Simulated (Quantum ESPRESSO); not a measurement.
# Band edges of AlP(110) under the vacuum level, part 6 of 6

How deep do the band edges lie under the vacuum at AlP(110), and what does relaxation change?

Quantum ESPRESSO 7.5; plane-wave DFT, PBE, GBRV ultrasoft pseudopotentials.

So far. Step 9 (Projected density of states of the relaxed slab): The atomic orbitals miss 0.9 % of the occupied states; for empty states the projections can miss much more. Step 10 (Ground state of the bulk crystal): The run needed 8 iterations to bring the estimated error under 1e-08 Ry.

## 11. Band structure of the bulk crystal

The density is frozen and the levels are solved along a path.

a.bands.in

```
&control
  prefix = 'a.bands'
  outdir = './out'
  pseudo_dir = './pseudo'
  calculation = 'bands'
/
&system
  ibrav = 0
  nat = 4
  ntyp = 2
  ecutwfc = 40
  ecutrho = 200
  occupations = 'smearing'
  smearing = 'fd'
  degauss = 0.002
  nbnd = 16
/
&electrons
  conv_thr = 1e-07
  mixing_beta = 0.4
  electron_maxstep = 120
/
ATOMIC_SPECIES
  Al  26.9815  al_pbe_v1.uspp.F.UPF
  P   30.9738  p_pbe_v1.5.uspp.F.UPF
CELL_PARAMETERS angstrom
  5.51000000000000 0.00000000000000 0.00000000000000
  0.00000000000000 3.89615836433788 0.00000000000000
  0.00000000000000 0.00000000000000 3.89615836433788
ATOMIC_POSITIONS crystal
  Al  0.000000000000 0.000000000000 0.000000000000
  P   0.250000000000 0.500000000000 0.000000000000
  Al  0.500000000000 0.500000000000 0.500000000000
  P   0.750000000000 0.000000000000 0.500000000000
K_POINTS crystal_b
6
  0.0000000000 0.0000000000 0.0000000000 20
  1.0000000000 0.0000000000 0.0000000000 1
  0.0000000000 0.0000000000 0.0000000000 20
  0.5000000000 0.0000000000 0.5000000000 1
  0.0000000000 0.0000000000 0.0000000000 20
  0.0000000000 0.5000000000 0.5000000000 1
```

Launch:

```
> cp -r out/a.save out/a.bands.save
> cp out/a.xml out/a.bands.xml
> OMP_NUM_THREADS=1 mpirun -n 4 pw.x -nk 4 -in a.bands.in > a.bands.out
```

Output:

```text
[banner, memory and clock lines left out]
Program PWSCF v.7.5 starts

          URL

     Atomic positions and unit cell read from directory:
     ./out/a.bands.save/

     Found identity + ( -0.5000 -0.5000 -0.5000) symmetry
     This is a supercell, fractional translations are disabled
     Message from routine setup:
     using ibrav=0 with symmetry is DISCOURAGED, use correct ibrav instead

     G-vector sticks info

     bravais-lattice index     =            0
     lattice parameter (alat)  =      10.4124  a.u.
     unit-cell volume          =     564.4447 (a.u.)^3
     number of atoms/cell      =            4
     number of atomic types    =            2
     number of electrons       =        16.00
     number of Kohn-Sham states=           16
     kinetic-energy cutoff     =      40.0000  Ry
     charge density cutoff     =     200.0000  Ry
     Exchange-correlation=  SLA  PW   PBX  PBC
                           (   1   4   3   4   0   0   0)

     celldm(1)=  10.412391  celldm(2)=   0.000000  celldm(3)=   0.000000
     celldm(4)=   0.000000  celldm(5)=   0.000000  celldm(6)=   0.000000

     crystal axes: (cart. coord. in units of alat)
               a(1) = (   1.000000   0.000000   0.000000 )
               a(2) = (   0.000000   0.707107   0.000000 )
               a(3) = (   0.000000   0.000000   0.707107 )

     reciprocal axes: (cart. coord. in units 2 pi/alat)
               b(1) = (  1.000000  0.000000  0.000000 )
               b(2) = (  0.000000  1.414214  0.000000 )
               b(3) = (  0.000000  0.000000  1.414214 )

     PseudoPot. # 1 for Al read from file:
     ./pseudo/al_pbe_v1.uspp.F.UPF
     Pseudo is Ultrasoft + core correction, Zval =  3.0
     Generated by new atomic code, or converted to UPF format
     Using radial grid of  893 points,  3 beta functions with:
                l(1) =   0
                l(2) =   1
                l(3) =   2
     Q(r) pseudized with  8 coefficients,  rinner =    0.900   0.900   0.900
                                                       0.900   0.900

     PseudoPot. # 2 for P  read from file:
     ./pseudo/p_pbe_v1.5.uspp.F.UPF
     Pseudo is Ultrasoft + core correction, Zval =  5.0
     Generated by new atomic code, or converted to UPF format
     Using radial grid of  903 points,  6 beta functions with:
                l(1) =   0
                l(2) =   0
                l(3) =   1
                l(4) =   1
                l(5) =   2
                l(6) =   2
     Q(r) pseudized with  8 coefficients,  rinner =    1.300   1.300   1.300
                                                       1.300   1.300

     atomic species   valence    mass     pseudopotential
     Al                3.00    26.98150     Al( 1.00)
     P                 5.00    30.97380     P ( 1.00)

      8 Sym. Ops. (no inversion) found

   Cartesian axes

     site n.     atom                  positions (alat units)
         1        Al     tau(   1) = (   0.0000000   0.0000000   0.0000000  )
         2        P      tau(   2) = (   0.2500000   0.3535534   0.0000000  )
         3        Al     tau(   3) = (   0.5000000   0.3535534   0.3535534  )
         4        P      tau(   4) = (   0.7500000   0.0000000   0.3535534  )

     number of k points=    63  Fermi-Dirac smearing, width (Ry)=  0.0020
                       cart. coord. in units 2pi/alat
        k(    1) = (   0.0000000   0.0000000   0.0000000), wk =   0.0317460
        k(    2) = (   0.0500000   0.0000000   0.0000000), wk =   0.0317460
        k(    3) = (   0.1000000   0.0000000   0.0000000), wk =   0.0317460
        k(    4) = (   0.1500000   0.0000000   0.0000000), wk =   0.0317460
        k(    5) = (   0.2000000   0.0000000   0.0000000), wk =   0.0317460
        k(    6) = (   0.2500000   0.0000000   0.0000000), wk =   0.0317460
        k(    7) = (   0.3000000   0.0000000   0.0000000), wk =   0.0317460
        k(    8) = (   0.3500000   0.0000000   0.0000000), wk =   0.0317460
        k(    9) = (   0.4000000   0.0000000   0.0000000), wk =   0.0317460
        k(   10) = (   0.4500000   0.0000000   0.0000000), wk =   0.0317460
        k(   11) = (   0.5000000   0.0000000   0.0000000), wk =   0.0317460
        k(   12) = (   0.5500000   0.0000000   0.0000000), wk =   0.0317460
        k(   13) = (   0.6000000   0.0000000   0.0000000), wk =   0.0317460
        k(   14) = (   0.6500000   0.0000000   0.0000000), wk =   0.0317460
        k(   15) = (   0.7000000   0.0000000   0.0000000), wk =   0.0317460
        k(   16) = (   0.7500000   0.0000000   0.0000000), wk =   0.0317460
        k(   17) = (   0.8000000   0.0000000   0.0000000), wk =   0.0317460
        k(   18) = (   0.8500000   0.0000000   0.0000000), wk =   0.0317460
        k(   19) = (   0.9000000   0.0000000   0.0000000), wk =   0.0317460
        k(   20) = (   0.9500000   0.0000000   0.0000000), wk =   0.0317460
        k(   21) = (   1.0000000   0.0000000   0.0000000), wk =   0.0317460
        k(   22) = (   0.0000000   0.0000000   0.0000000), wk =   0.0317460
        k(   23) = (   0.0250000   0.0000000   0.0353553), wk =   0.0317460
        k(   24) = (   0.0500000   0.0000000   0.0707107), wk =   0.0317460
        k(   25) = (   0.0750000   0.0000000   0.1060660), wk =   0.0317460
        k(   26) = (   0.1000000   0.0000000   0.1414214), wk =   0.0317460
        k(   27) = (   0.1250000   0.0000000   0.1767767), wk =   0.0317460
        k(   28) = (   0.1500000   0.0000000   0.2121320), wk =   0.0317460
        k(   29) = (   0.1750000   0.0000000   0.2474874), wk =   0.0317460
        k(   30) = (   0.2000000   0.0000000   0.2828427), wk =   0.0317460
        k(   31) = (   0.2250000   0.0000000   0.3181981), wk =   0.0317460
        k(   32) = (   0.2500000   0.0000000   0.3535534), wk =   0.0317460
        k(   33) = (   0.2750000   0.0000000   0.3889087), wk =   0.0317460
        k(   34) = (   0.3000000   0.0000000   0.4242641), wk =   0.0317460
        k(   35) = (   0.3250000   0.0000000   0.4596194), wk =   0.0317460
        k(   36) = (   0.3500000   0.0000000   0.4949747), wk =   0.0317460
        k(   37) = (   0.3750000   0.0000000   0.5303301), wk =   0.0317460
        k(   38) = (   0.4000000   0.0000000   0.5656854), wk =   0.0317460
        k(   39) = (   0.4250000   0.0000000   0.6010408), wk =   0.0317460
        k(   40) = (   0.4500000   0.0000000   0.6363961), wk =   0.0317460
        k(   41) = (   0.4750000   0.0000000   0.6717514), wk =   0.0317460
        k(   42) = (   0.5000000   0.0000000   0.7071068), wk =   0.0317460
        k(   43) = (   0.0000000   0.0000000   0.0000000), wk =   0.0317460
        k(   44) = (   0.0000000   0.0353553   0.0353553), wk =   0.0317460
[...]
-6.5109  -4.4510  -0.3028   2.3561   2.7842   3.8970   4.6575   4.6575
     6.7191   7.7292   8.2331   9.4455   9.4455   9.4865  13.1937  13.1937

          k = 0.1250 0.0000 0.1768 (  2423 PWs)   bands (ev):

    -6.4512  -4.4943  -0.2231   2.2291   2.8358   3.5346   4.6087   4.6087
     6.8436   8.0227   8.2755   9.5339   9.5339   9.7167  13.0710  13.0710

          k = 0.1500 0.0000 0.2121 (  2414 PWs)   bands (ev):

    -6.3791  -4.5423  -0.1457   2.1195   2.8979   3.1544   4.5541   4.5541
     6.9721   8.2568   8.3702   9.6253   9.6253  10.0199  12.9702  12.9702

          k = 0.1750 0.0000 0.2475 (  2428 PWs)   bands (ev):

    -6.2952  -4.5930  -0.0830   2.0447   2.7664   2.9697   4.4958   4.4958
     7.1066   8.1997   8.7588   9.7104   9.7104  10.3676  12.8204  12.9059

          k = 0.2000 0.0000 0.2828 (  2422 PWs)   bands (ev):

    -6.2002  -4.6447  -0.0472   2.0202   2.3776   3.0505   4.4358   4.4358
     7.2486   8.1223   9.1750   9.7802   9.7802  10.7380  12.3389  12.6065

          k = 0.2250 0.0000 0.3182 (  2423 PWs)   bands (ev):

    -6.0952  -4.6957  -0.0462   1.9935   2.0556   3.1392   4.3757   4.3757
     7.3984   8.0359   9.6009   9.8273   9.8273  11.1160  11.8856  12.1919

          k = 0.2500 0.0000 0.3536 (  2424 PWs)   bands (ev):

    -5.9813  -4.7449  -0.0800   1.6184   2.1516   3.2345   4.3172   4.3172
     7.5544   7.9472   9.8483   9.8483   9.9967  11.4894  11.4986  11.7952

          k = 0.2750 0.0000 0.3889 (  2417 PWs)   bands (ev):

    -5.8601  -4.7912  -0.1414   1.2561   2.3006   3.3347   4.2613   4.2614
     7.7127   7.8607   9.8442   9.8442  10.2306  11.3091  11.4196  11.8457

          k = 0.3000 0.0000 0.4243 (  2415 PWs)   bands (ev):

    -5.7338  -4.8339  -0.2201   0.9106   2.4910   3.4377   4.2093   4.2093
     7.7792   7.8657   9.8199   9.8199  10.1245  11.0681  11.4967  12.1702

          k = 0.3250 0.0000 0.4596 (  2415 PWs)   bands (ev):

    -5.6049  -4.8723  -0.3063   0.5857   2.7108   3.5413   4.1618   4.1619
     7.7045   7.9985   9.7819   9.7819   9.8484  10.7439  11.8956  12.4454

          k = 0.3500 0.0000 0.4950 (  2407 PWs)   bands (ev):

    -5.4766  -4.9060  -0.3920   0.2858   2.9487   3.6425   4.1196   4.1197
     7.6381   8.0833   9.5829   9.7367   9.7367  10.4506  12.3321  12.6560

          k = 0.3750 0.0000 0.5303 (  2407 PWs)   bands (ev):

    -5.3533  -4.9348  -0.4717   0.0160   3.1934   3.7379   4.0832   4.0832
     7.5807   8.0792   9.4111   9.6901   9.6901  10.1919  12.7209  12.7975

          k = 0.4000 0.0000 0.5657 (  2388 PWs)   bands (ev):

    -5.2397  -4.9584  -0.5413  -0.2182   3.4328   3.8239   4.0529   4.0529
     7.5331   7.9686   9.3639   9.6467   9.6467   9.9720  12.8801  12.9770

          k = 0.4250 0.0000 0.6010 (  2388 PWs)   bands (ev):

    -5.1418  -4.9769  -0.5979  -0.4105   3.6523   3.8964   4.0291   4.0291
     7.4958   7.7938   9.4053   9.6098   9.6098   9.7950  12.9220  13.0566

          k = 0.4500 0.0000 0.6364 (  2396 PWs)   bands (ev):

    -5.0658  -4.9901  -0.6395  -0.5541   3.8334   3.9517   4.0119   4.0120
     7.4689   7.6189   9.4769   9.5819   9.5819   9.6650  12.9404  13.0248

          k = 0.4750 0.0000 0.6718 (  2388 PWs)   bands (ev):

    -5.0173  -4.9980  -0.6650  -0.6433   3.9550   3.9863   4.0016   4.0016
     7.4527   7.4930   9.5361   9.5645   9.5645   9.5854  12.9470  12.9716

          k = 0.5000 0.0000 0.7071 (  2388 PWs)   bands (ev):

    -5.0006  -5.0006  -0.6735  -0.6735   3.9981   3.9981   3.9981   3.9982
     7.4472   7.4473   9.5586   9.5586   9.5586   9.5586  12.9486  12.9486

          k = 0.0000 0.0000 0.0000 (  2429 PWs)   bands (ev):

    -6.6185  -4.3634  -0.4797   2.6908   2.6908   4.7550   4.7551   4.7551
     6.3903   7.2237   7.7966   9.2573   9.2573   9.2573  13.5440  13.5440

          k = 0.0000 0.0354 0.0354 (  2447 PWs)   bands (ev):

    -6.6095  -4.3623  -0.4728   2.6633   2.6692   4.6918   4.7329   4.7329
     6.4389   7.2734   7.8635   9.2283   9.2917   9.2917  13.4562  13.5555

          k = 0.0000 0.0707 0.0707 (  2439 PWs)   bands (ev):

    -6.5824  -4.3590  -0.4525   2.5850   2.6088   4.5171   4.6688   4.6688
     6.5806   7.4182   8.0475   9.1444   9.3926   9.3926  13.2182  13.5901

          k = 0.0000 0.1061 0.1061 (  2439 PWs)   bands (ev):

    -6.5375  -4.3540  -0.4196   2.4670   2.5202   4.2636   4.5687   4.5688
     6.8038   7.6479   8.3104   9.0144   9.5537   9.5537  12.8866  13.6477

          k = 0.0000 0.1414 0.1414 (  2433 PWs)   bands (ev):

    -6.4749  -4.3476  -0.3759   2.3235   2.4168   3.9610   4.4409   4.4409
     7.0942   7.9493   8.6086   8.8516   9.7667   9.7667  12.5205  13.7283

          k = 0.0000 0.1768 0.1768 (  2415 PWs)   bands (ev):

    -6.3951  -4.3404  -0.3237   2.1690   2.3107   3.6304   4.2937   4.2938
     7.4373   8.3095   8.6503   8.9162  10.0228  10.0228  12.1755  13.2595

          k = 0.0000 0.2121 0.2121 (  2407 PWs)   bands (ev):

    -6.2985  -4.3332  -0.2669   2.0170   2.2121   3.2844   4.1349   4.1349
     7.8182   8.4473   8.7177   9.1533  10.3139  10.3140  11.9135  12.6664

          k = 0.0000 0.2475 0.2475 (  2419 PWs)   bands (ev):

    -6.1859  -4.3267  -0.2106   1.8801   2.1284   2.9313   3.9707   3.9707
     8.2198   8.2345   9.1648   9.2707  10.6334  10.6334  11.8055  12.1002

          k = 0.0000 0.2828 0.2828 (  2421 PWs)   bands (ev):

    -6.0582  -4.3215  -0.1618   1.7704   2.0651   2.5759   3.8064   3.8065
     8.0200   8.6142   9.2261   9.6427  10.9757  10.9757  11.5885  11.8370

          k = 0.0000 0.3182 0.3182 (  2415 PWs)   bands (ev):

    -5.9163  -4.3182  -0.1280   1.6989   2.0257   2.2218   3.6461   3.6461
     7.8083   8.9422   9.0475  10.1394  11.1903  11.2814  11.3366  11.3366

          k = 0.0000 0.3536 0.3536 (  2414 PWs)   bands (ev):

    -5.7618  -4.3170  -0.1159   1.6739   1.8719   2.0124   3.4927   3.4928
     7.6026   8.7979   9.0826  10.5250  10.8762  11.0266  11.7126  11.7126

          k = 0.0000 0.3889 0.3889 (  2430 PWs)   bands (ev):

    -5.5966  -4.3182  -0.1280   1.5285   1.6989   2.0257   3.3489   3.3489
     7.4055   8.5261   8.9422  10.1394  11.1903  11.2814  12.1013  12.1013

          k = 0.0000 0.4243 0.4243 (  2416 PWs)   bands (ev):

    -5.4229  -4.3215  -0.1618   1.1945   1.7704   2.0651   3.2165   3.2165
     7.2189   8.2608   8.6142   9.6427  11.5885  11.8370  12.5007  12.5008

          k = 0.0000 0.4596 0.4596 (  2418 PWs)   bands (ev):

    -5.2440  -4.3267  -0.2106   0.8733   1.8801   2.1284   3.0969   3.0969
     7.0448   8.0171   8.2198   9.1648  12.1002  12.4141  12.9094  12.9094

          k = 0.0000 0.4950 0.4950 (  2410 PWs)   bands (ev):

    -5.0639  -4.3333  -0.2668   0.5691   2.0169   2.2121   2.9914   2.9914
     6.8852   7.8031   7.8182   8.7177  12.6664  13.0022  13.3258  13.3258

          k = 0.0000 0.5303 0.5303 (  2402 PWs)   bands (ev):

    -4.8880  -4.3404  -0.3237   0.2876   2.1689   2.3107   2.9008   2.9008
     6.7429   7.4373   7.6227   8.3095  13.2594  13.5953  13.7485  13.7485

          k = 0.0000 0.5657 0.5657 (  2408 PWs)   bands (ev):

    -4.7232  -4.3476  -0.3758   0.0360   2.3235   2.4168   2.8258   2.8258
     6.6209   7.0943   7.4767   7.9492  13.8603  14.1751  14.1751  14.1857

          k = 0.0000 0.6010 0.6010 (  2398 PWs)   bands (ev):

    -4.5784  -4.3540  -0.4196  -0.1768   2.4670   2.5202   2.7670   2.7670
     6.5222   6.8038   7.3648   7.6479  14.4472  14.6008  14.6008  14.7579

          k = 0.0000 0.6364 0.6364 (  2410 PWs)   bands (ev):

    -4.4636  -4.3590  -0.4525  -0.3403   2.5850   2.6088   2.7247   2.7248
     6.4496   6.5806   7.2860   7.4182  14.9826  15.0135  15.0135  15.2571

          k = 0.0000 0.6718 0.6718 (  2414 PWs)   bands (ev):

    -4.3892  -4.3623  -0.4728  -0.4440   2.6633   2.6692   2.6993   2.6993
     6.4052   6.4389   7.2392   7.2733  15.3741  15.3742  15.3892  15.5051

          k = 0.0000 0.7071 0.7071 (  2372 PWs)   bands (ev):

    -4.3634  -4.3634  -0.4797  -0.4796   2.6908   2.6908   2.6908   2.6908
     6.3903   6.3903   7.2237   7.2237  15.5466  15.5466  15.5466  15.5467

     XML data file, pseudopotentials, collected wavefunctions

                                        0.00s GPU  (    1139 calls)
```

Run time: 12 s. Hardware: 4 MPI ranks of Arm Neoverse V2, shared host; peak memory 0.22 GiB.

This step gave:

| Quantity | Value |
| --- | --- |
| valence top, on the run's zero | 4.755 eV |
| conduction bottom, on the run's zero | 6.390 eV |
| gap by band count | 1.635 eV |

Band numbers count within the set of bands kept for display. Electronic bands along the path, in eV, zero at the Fermi level, which the smearing puts inside the gap; v1 is the highest filled band, c1 the lowest empty one:

| point | v4 | v3 | v2 | v1 | c1 | c2 | c3 | c4 |
| --- | --- | --- | --- | --- | --- | --- | --- | --- |
| L | -1.51 | -1.51 | -1.51 | -1.51 | 1.93 | 1.93 | 4.05 | 4.05 |
| halfway | -3.36 | -2.28 | -1.20 | -1.20 | 2.04 | 2.43 | 4.34 | 4.34 |
| Γ | -2.82 | -0.76 | -0.76 | -0.76 | 0.88 | 1.71 | 2.28 | 3.74 |
| halfway | -3.64 | -3.50 | -2.02 | -2.02 | 2.09 | 3.28 | 3.57 | 5.01 |
| X | -2.82 | -2.82 | -2.82 | -2.82 | 0.88 | 0.88 | 1.71 | 1.71 |

This cell folds an X point onto Γ; unfolded, the conduction bottom lies at X.

## 12. Potential by pp.x of the bulk crystal

a.pot.in

```
&inputpp
  prefix = 'a'
  outdir = './out'
  filplot = 'a.pot.dat'
  plot_num = 11
/
```

Launch:

```
> OMP_NUM_THREADS=1 mpirun -n 4 pp.x -in a.pot.in > a.pot.out
```

Output:

```text
[banner, memory and clock lines left out]
Program POST-PROC v.7.5 starts

          URL

     ./out/a.save/

     IMPORTANT: XC functional enforced from input :
     Exchange-correlation= PBE
                           (   1   4   3   4   0   0   0)
     Any further DFT definition will be discarded
     Please, verify this is what you really want

     Calling punch_plot, plot_num =  11
     Writing data to file  a.pot.dat
     Message from routine chdens:
     namelist plot not found or invalid, exiting
```

Run time: 0.73 s. Hardware: 4 MPI ranks; peak memory 0.14 GiB.

Electrostatic potential energy of an electron; zero at the Fermi level, which the smearing puts inside the gap. Table of potential energy, planar mean by z:

| z (Å) | potential energy, planar mean (eV) |
| --- | --- |
| 0.00 | -9.12 |
| 0.11 | -8.80 |
| 0.22 | -7.92 |
| 0.43 | -5.02 |
| 0.54 | -3.42 |
| 0.65 | -2.01 |
| 0.76 | -0.988 |
| 0.87 | -0.382 |
| 1.08 | -0.382 |
| 1.19 | -0.988 |
| 1.30 | -2.01 |
| 1.41 | -3.42 |
| 1.52 | -5.02 |
| 1.73 | -7.92 |
| 1.84 | -8.80 |
| 1.95 | -9.12 |
| 2.06 | -8.80 |
| 2.27 | -6.60 |
| 2.38 | -5.02 |
| 2.49 | -3.42 |
| 2.60 | -2.01 |
| 2.71 | -0.988 |
| 2.92 | -0.188 |
| 3.03 | -0.382 |
| 3.14 | -0.988 |
| 3.25 | -2.01 |
| 3.36 | -3.42 |
| 3.57 | -6.60 |
| 3.68 | -7.92 |
| 3.79 | -8.80 |

## 13. Planar and running averages

a.avg.in

```
1
a.pot.dat
1.0
40
3
7.3626722468
```

Launch:

```
> OMP_NUM_THREADS=1 average.x < a.avg.in > a.avg.out
```

Output:

```text
[banner, memory and clock lines left out]
Program AVERAGE v.7.5 starts

          URL

     Reading header from file  a.pot.dat
     Reading data from file  a.pot.dat
     Output written to file avg.dat

[...]
```

Elapsed: 0.46 s, on 1 MPI rank; peak memory 0.14 GiB.

Numbers from this step:

```
average.x's running mean over the crystal, on the run's own zero                  : 1.091 eV
mean potential by an exact Fourier window over the crystal, on the run's own zero : 1.091 eV
```

## 14. By hand

In the relaxed slab the vacuum level is 5.805 eV and the mean potential in the middle -3.568 eV, on the run's zero. In the bulk the valence top lies 3.664 eV over the mean potential. So IE = 5.805 − (-3.568) − 3.664 = 5.709 eV.

## 15. Outcome

* bulk valence top under the vacuum, relaxed face: 5.71 eV
* bulk conduction bottom under the vacuum, relaxed face: 4.07 eV
* bulk valence top under the vacuum, ideal face: 5.15 eV
* buckling angle of the top chain, seen along the chain: 29.6 degrees
* gap of the slab on the mesh: 1.20 eV
* bulk gap along the path: 1.64 eV

What this shows: At the relaxed face the bulk valence top lies 5.71 eV under the vacuum level and the conduction bottom 4.07 eV (PBE, GBRV ultrasoft). The top P atom ends 0.63 Å above its Al neighbour, a buckling angle of 30° seen along the chain. Relaxation moves the ionisation energy by +0.56 eV, a change of the surface dipole alone, since the bulk levels are the same. The slab's gap of 1.20 eV lies under the bulk's 1.64 eV, so surface states stand in the gap. These are Kohn-Sham levels: semilocal valence tops lie too high and gaps are too small, so real ionisation energies are mostly larger. The lattice constant was set to 5.51 Å, near the PBE value; the thickness was not varied.

[Logs are printed without paths, hosts, clocks, repeated set-up lines and the standing remarks that a program may print on its own settings, such as how far it seeks lower states.]

[Hosts, paths, dates, database ids (printed as entryN), source tags and the programs' standing remarks are cut or masked in the printed files.]

[Maps of the electrostatic potential energy from Ansatz leave out the sawtooth potential of an applied field or a dipole correction, so their vacuum need not be flat; planar profiles and work functions include it.]
